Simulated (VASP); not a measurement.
# LiH (Fm-3m) in VASP: single point with HSE06

Aim: the single point of LiH with HSE06.

Everything below comes from runs of VASP 6.6.1. Logs are shortened: lines on timing, memory, paths and dates and some standing lists are left out, and cuts for length are marked.

**1. The structure**

Symmetry: Fm-3m, No. 225, cubic system. The conventional cell has a = 3.973 Å, b = 3.973 Å, c = 3.973 Å, α = 90.00°, β = 90.00°, γ = 90.00°. Li (site symmetry m-3m) has 6 H at 1.99 Å as nearest neighbours. H (site symmetry m-3m) is surrounded by 6 Li at 1.99 Å.

The cell is a database's computed one.

**2. Single point, HSE06**

The input, POSCAR:

```
LiH
1.0
    0.0000000000      1.9866200000      1.9866200000
    1.9866200000      0.0000000000      1.9866200000
    1.9866200000      1.9866200000      0.0000000000
Li H
1 1
Direct
    0.0000000000      0.0000000000      0.0000000000
    0.5000000000      0.5000000000      0.5000000000
```

The input, INCAR.step1:

```
SYSTEM = LiH
PREC = Accurate
ENCUT = 520
EDIFF = 1E-5
ISMEAR = 0
SIGMA = 0.02
LREAL = .False.
LASPH = .True.
NELM = 60
ALGO = Normal
ISIF = 2
LWAVE = .True.
NBANDS = 9
GGA = PE
```

The input, INCAR.step2:

```
SYSTEM = LiH
PREC = Accurate
ENCUT = 520
EDIFF = 1E-7
ISMEAR = 0
SIGMA = 0.02
LREAL = .False.
LASPH = .True.
NELM = 60
ALGO = Normal
ISIF = 2
LWAVE = .False.
LCHARG = .True.
GGA = PE
LHFCALC = .True.
HFSCREEN = 0.2
PRECFOCK = Fast
LELF = .True.
LVHAR = .True.
NBANDS = 9
ISTART = 1
```

The input, KPOINTS:

```
Automatic mesh
0
Gamma
  8 8 8
  0 0 0
```

Potentials or basis: VASP PAW PBE potentials, release 64 (Li_sv, H).

Launch:

```
$ cat potpaw_PBE.64/Li_sv/POTCAR potpaw_PBE.64/H/POTCAR > POTCAR
$ cp INCAR.step1 INCAR
$ mpirun -np 1 vasp_std > vasp.out
$ cp INCAR.step2 INCAR
$ mpirun -np 1 vasp_std > vasp.out
```

OUTCAR:

```text
SYSTEM = LiH
   PREC = Accurate
   ENCUT = 520
   EDIFF = 1E-7
   ISMEAR = 0
   LREAL = .False.
   LASPH = .True.
   NELM = 60
   ISIF = 2
   GGA = PE
   LHFCALC = .True.
   HFSCREEN = 0.2
   PRECFOCK = Fast
   ISTART = 1

 ion  position               nearest neighbor table
   1  0.000  0.000  0.000-
   2  0.500  0.500  0.500-

  LATTYP: Found a face centered cubic cell.
 ALAT       =     3.9732400000

  Lattice vectors:

 A1 = (   0.0000000000,   1.9866200000,   1.9866200000)
 A2 = (   1.9866200000,   0.0000000000,   1.9866200000)
 A3 = (   1.9866200000,   1.9866200000,   0.0000000000)

Analysis of symmetry for initial positions (statically):
=====================================================================
 Subroutine PRICEL returns:
 Original cell was already a primitive cell.

 Routine SETGRP: Setting up the symmetry group for a
 face centered cubic supercell.

 Subroutine GETGRP returns: Found 48 space group operations
 (whereof 48 operations were pure point group operations)
 out of a pool of 48 trial point group operations.

The static configuration has the point symmetry O_h .

Analysis of symmetry for dynamics (positions and initial velocities):
=====================================================================
 Subroutine PRICEL returns:
 Original cell was already a primitive cell.

 Routine SETGRP: Setting up the symmetry group for a
 face centered cubic supercell.

 Subroutine GETGRP returns: Found 48 space group operations
 (whereof 48 operations were pure point group operations)
 out of a pool of 48 trial point group operations.

The dynamic configuration has the point symmetry O_h .

 Subroutine INISYM returns: Found 48 space group operations
 (whereof 48 operations are pure point group operations),
 and found     1 'primitive' translations

----------------------------------------------------------------------------------------

                                     Primitive cell

  volume of cell :      15.6810

  direct lattice vectors                    reciprocal lattice vectors
     0.000000000  1.986620000  1.986620000    -0.251683764  0.251683764  0.251683764
     1.986620000  0.000000000  1.986620000     0.251683764 -0.251683764  0.251683764
     1.986620000  1.986620000  0.000000000     0.251683764  0.251683764 -0.251683764

  length of vectors
     2.809504947  2.809504947  2.809504947     0.435929067  0.435929067  0.435929067

  position of ions in fractional coordinates (direct lattice)
     0.000000000  0.000000000  0.000000000
     0.500000000  0.500000000  0.500000000

  ion indices of the primitive-cell ions
   primitive index   ion index
                 1           1
                 2           2

----------------------------------------------------------------------------------------

 KPOINTS: Automatic mesh

Automatic generation of k-mesh.
 Grid dimensions read from file:
 generate k-points for:    8    8    8

 Generating k-lattice:

  Cartesian coordinates                     Fractional coordinates (reciprocal lattice)
    -0.031460471  0.031460471  0.031460471     0.125000000  0.000000000  0.000000000
     0.031460471 -0.031460471  0.031460471     0.000000000  0.125000000  0.000000000
     0.031460471  0.031460471 -0.031460471     0.000000000  0.000000000  0.125000000

  Length of vectors
     0.054491133  0.054491133  0.054491133

  Shift w.r.t. Gamma in fractional coordinates (k-lattice)
     0.000000000  0.000000000  0.000000000

 Subroutine IBZKPT returns following result:
 ===========================================

 Found     29 irreducible k-points:

 Following reciprocal coordinates:
            Coordinates               Weight
  0.000000  0.000000  0.000000      1.000000
  0.125000  0.000000  0.000000      8.000000
  0.250000  0.000000  0.000000      8.000000
  0.375000  0.000000  0.000000      8.000000
  0.500000  0.000000  0.000000      4.000000
  0.125000  0.125000  0.000000      6.000000
[... 16 lines left out ...]
  0.500000  0.250000  0.125000     48.000000
 -0.375000  0.250000  0.125000     24.000000
 [... further k-points ...]
   k-points           NKPTS =     29   k-points in BZ     NKDIM =    512   number of bands    NBANDS=      9
   number of dos      NEDOS =    301   number of ions     NIONS =      2
   total plane-waves  NPLWV =  13824
   dimension x,y,z NGX =    24 NGY =   24 NGZ =   24
   dimension x,y,z NGXF=    48 NGYF=   48 NGZF=   48
   ions per type =               1   1
   NGX,Y,Z   is equivalent  to a cutoff of  14.20, 14.20, 14.20 a.u.
   NGXF,Y,Z  is equivalent  to a cutoff of  28.40, 28.40, 28.40 a.u.
 SYSTEM =  LiH
   PREC   = accura    normal or accurate (medium, high low for compatibility)
   ISTART =      1    job   : 0-new  1-cont  2-samecut
   ICHARG =      0    charge: 1-file 2-atom 10-const
   ISPIN  =      1    spin polarized calculation?
   LNONCOLLINEAR =      F non collinear calculations
   LSORBIT =      F    spin-orbit coupling
   LASPH  =      T    aspherical Exc in radial PAW
   ENCUT  =  520.0 eV  38.22 Ry    6.18 a.u.   5.22  5.22  5.22*2*pi/ulx,y,z
   NELM   =     60;   NELMIN=  2; NELMDL=  0     # of ELM steps
   EDIFF  = 0.1E-06   stopping-criterion for ELM
   LREAL  =      F    real-space projection
   EDIFFG = 0.1E-05   stopping-criterion for IOM
   NSW    =      0    number of steps for IOM
   IBRION =     -1    ionic relax: 0-MD 1-quasi-New 2-CG
   NFREE  =      0    steps in history (QN), initial steepest desc. (CG)
   ISIF   =      2    stress and relaxation
   ISYM   =      3    0-nonsym 1-usesym 2-fastsym
   POTIM  = 0.5000    time-step for ionic-motion
   TEBEG  =    0.0;   TEEND  =   0.0 temperature during run
   PSTRESS=    0.0 pullay stress
   NELECT =       4.0000    total number of electrons
   NUPDOWN=      -1.0000    fix difference up-down
   EMIN   =  10.00;   EMAX   =-10.00  energy-range for DOS
   EFERMI =   0.00;   METHOD = LEGACY
   ISMEAR =     0;   SIGMA  =   0.02  broadening in eV -4-tet -1-fermi 0-gaus
   EFERMI_NEDOS =   21; number of points for ismear=-14 and -15
   IALGO  =     38    algorithm
   IMIX   =      1    mixing-type and parameters
     AMIX     =   0.40;   BMIX     =  1.00
     AMIX_MAG =   1.60;   BMIX_MAG =  1.00
  volume/ion in A,a.u.               =       7.84        52.91
  Fermi-wavevector in a.u.,A,eV,Ry     =   1.038253  1.962014 14.666674  1.077970
  Thomas-Fermi vector in A             =   2.172729
   LORBIT       =      0    0 simple, 1 ext, 2 COOP (PROOUT), +10 PAW based schemes
   GGA     = PE    functional components
   LHFCALC =     T    Hartree Fock is set to
   PRECFOCK=fast      Normal, Fast or Accurate (Low or Medium for compatibility)
   ENCUT4O =  -1.0   cutoff for four orbital integrals eV
   NKREDX  =     1    reduce k-point grid by
   NKREDY  =     1    reduce k-point grid by
   NKREDZ  =     1    reduce k-point grid by
   AEXX    =    0.2500 exact exchange contribution
   HFSCREEN=    0.2000 screening length (either q_TF or 0.3 A-1)
   HFSCREENC=   0.2000 screening length for correlation (either q_TF or 0.3 A-1)
   ENCUTFOCK=  -1.0 apply spherical cutoff to Coloumb kernel
   IVDW    =     0    specifies the selected vdW correction
   LEPSILON=     F    determine dielectric tensor
   LRPA    =     F    only Hartree local field effects (RPA)
 non-spin polarized calculation
 Gauss-broadening in eV      SIGMA  =   0.02
  energy-cutoff  :      520.00
  volume of cell :       15.68
 maximum number of plane-waves:       444
 NGX is ok and might be reduce to    24
  NGX = 14; NGY = 14; NGZ = 14

 number of electron       3.9999998 magnetization

 Free energy of the ion-electron system (eV)
  ---------------------------------------------------
  ext. energy  EPLUGINS =         0.00000000
  ---------------------------------------------------
  free energy    TOTEN  =        -6.79778580 eV

  energy without entropy =       -6.79778580  energy(sigma->0) =       -6.79778580

 E-fermi :  -0.2109     XC(G=0):  -7.1773

 val. band max:       -0.4866521119   @ k =   0.5000   0.5000   0.0000
 cond. band min:       3.4855161145   @ k =   0.5000   0.5000   0.0000
 fundamental gap:      3.9721682264
 Fermi energy:        -0.2109101670

 k-point     1 :       0.0000    0.0000    0.0000
  band No.  band energies     occupation
      1     -47.7537      2.00000
      2      -6.6799      2.00000
      3      17.8470      0.00000
      4      19.2837      0.00000
      5      19.2837      0.00000
      6      19.2837      0.00000
      7      23.9446      0.00000
      8      23.9446      0.00000
      9      23.9446      0.00000

 k-point     2 :       0.1250    0.0000    0.0000
  band No.  band energies     occupation
      1     -47.7456      2.00000
      2      -6.3595      2.00000
      3      15.2152      0.00000
      4      18.0772      0.00000
      5      18.6874      0.00000
      6      18.6875      0.00000
      7      23.4743      0.00000
      8      25.1898      0.00000
      9      25.1898      0.00000

 k-point     3 :       0.2500    0.0000    0.0000
  band No.  band energies     occupation
      1     -47.7256      2.00000
      2      -5.4426      2.00000
      3      10.7308      0.00000
      4      16.5325      0.00000
      5      17.9488      0.00000
      6      17.9489      0.00000
      7      23.6148      0.00000
      8      23.6148      0.00000
      9      25.0089      0.00000

 k-point     4 :       0.3750    0.0000    0.0000
  band No.  band energies     occupation
      1     -47.7055      2.00000
      2      -4.1779      2.00000
      3       7.1029      0.00000
      4      15.4294      0.00000
      5      17.7241      0.00000
      6      17.7241      0.00000
      7      21.3573      0.00000
      8      21.3573      0.00000
      9      27.3500      0.00000
[... 205 lines left out ...]
 k-point    22 :       0.3750    0.2500    0.1250
  band No.  band energies     occupation
      1     -47.7115      2.00000
      2      -4.5471      2.00000
      3      10.6295      0.00000
      4      11.2983      0.00000
      5      15.4754      0.00000
      6      19.0860      0.00000
      7      21.4083      0.00000
      8      25.4461      0.00000
      9      29.3949      0.00000

 k-point    23 :       0.5000    0.2500    0.1250
  band No.  band energies     occupation
      1     -47.6959      2.00000
      2      -3.2050      2.00000
      3       7.3297      0.00000
      4      10.1036      0.00000
      5      14.7573      0.00000
      6      18.2282      0.00000
      7      23.7289      0.00000
      8      25.9343      0.00000
      9      28.8417      0.00000

 k-point    24 :      -0.3750    0.2500    0.1250
  band No.  band energies     occupation
      1     -47.6894      2.00000
      2      -2.4008      2.00000
      3       5.7486      0.00000
      4       9.7944      0.00000
      5      14.4903      0.00000
      6      17.8058      0.00000
      7      24.5908      0.00000
      8      27.7650      0.00000
      9      28.8966      0.00000

 [... further k-points ...]
[... 5 lines left out ...]
  --------------------------------------------------------------------------------------
  -------------------------------------------------------------------------------------
  Total        0.0249084      0.0249084      0.0249084      0.0000000     -0.0000000     -0.0000000
  in kB        2.5449663      2.5449663      2.5449663      0.0000000     -0.0000000     -0.0000000
  external PRESSURE =       2.5449663 kB  Pullay stress =       0.0000000 kB

 VOLUME and BASIS-vectors are now :
 -----------------------------------------------------------------------------
  energy-cutoff  :      520.00
  volume of cell :       15.68
      direct lattice vectors                 reciprocal lattice vectors
     0.000000000  1.986620000  1.986620000    -0.251683764  0.251683764  0.251683764
     1.986620000  0.000000000  1.986620000     0.251683764 -0.251683764  0.251683764
     1.986620000  1.986620000  0.000000000     0.251683764  0.251683764 -0.251683764

 POSITION                                       TOTAL-FORCE (eV/Angst)
 -----------------------------------------------------------------------------------
      0.00000      0.00000      0.00000        -0.000000     -0.000000     -0.000000
      1.98662      1.98662      1.98662         0.000000      0.000000      0.000000
 -----------------------------------------------------------------------------------
    total drift:                               -0.000000     -0.000000     -0.000000

  FREE ENERGIE OF THE ION-ELECTRON SYSTEM (eV)
  ---------------------------------------------------
  free  energy   TOTEN  =        -6.7977857962 eV

  energy  without entropy=       -6.7977857962  energy(sigma->0) =       -6.79778580
```

Run time: 87 s. Hardware: 1 thread of Intel Xeon 6975P-C (Granite Rapids), shared host; peak memory 0.24 GiB.

Results:

* Free energy: -6.7978 eV
* Band gap on the k mesh: 3.97 eV, direct

Caveat: the cutoff is under 1.25 times the usual one of these potentials, so pressure, stress and relaxed cells hold a basis-set (Pulay) error; the PAW data sets were made with another functional, which shifts forces and pressure a little. A k mesh can miss the band edges.
